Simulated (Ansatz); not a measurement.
Method: DFT PBE, scalar-relativistic, plane waves, PAW in Ansatz. Settings: cutoff 420 eV, Γ-centred meshes spaced at most about 0.3 Å⁻¹, and about 0.25 Å⁻¹ or finer for metals (2π included), Gaussian smearing. No spin polarisation in the final relaxations.

All energies are static (0 K, no zero-point motion). All come from trial cells, and lower structures may exist.

**Question.** Which of these relaxed structures of Te is the lowest in energy?
A.

```
CELL_PARAMETERS angstrom
3.22381 0.00000 0.00000
0.00000 5.47103 0.00000
0.00000 0.00000 6.44462
ATOMIC_POSITIONS crystal
Te 0.00000 0.00000 0.25952
Te 0.00000 0.00000 0.74048
Te 0.00000 0.50000 0.00000
```

B.

```
CELL_PARAMETERS angstrom
6.99221 0.00000 0.00000
0.00000 6.99221 0.00000
0.00000 0.00000 6.53378
ATOMIC_POSITIONS crystal
Te 0.30576 0.09782 0.00000
Te 0.69424 0.90218 0.00000
Te 0.90218 0.30576 0.00000
Te 0.09782 0.69424 0.00000
Te 0.30576 0.90218 0.50000
Te 0.69424 0.09782 0.50000
Te 0.90218 0.69424 0.50000
Te 0.09782 0.30576 0.50000
Te 0.50000 0.50000 0.50000
Te 0.50000 0.50000 0.00000
```

**Answer.** A. It has space group Pmmm (No. 47); the next, B, with space group P4/mcc (No. 124), lies 21 meV/atom higher. Counting all near atoms (those within 1.25 times the shortest such distance or 1.15 times the sum of covalent radii; a plus sign parts nearer from farther groups; a slash parts the counts of unlike sites), the lowest has Te 6 and the next has Te 4+2/6.

These runs have no spin–orbit coupling, which can matter for Te. Cells relaxed within their symmetry can be saddle points. The part of the Crystallography Open Database at hand lists Te in space groups No. 12, 152, 154; no cell shown has one of them. Some types were kept out of the candidates beforehand, so the set may lack a known form.
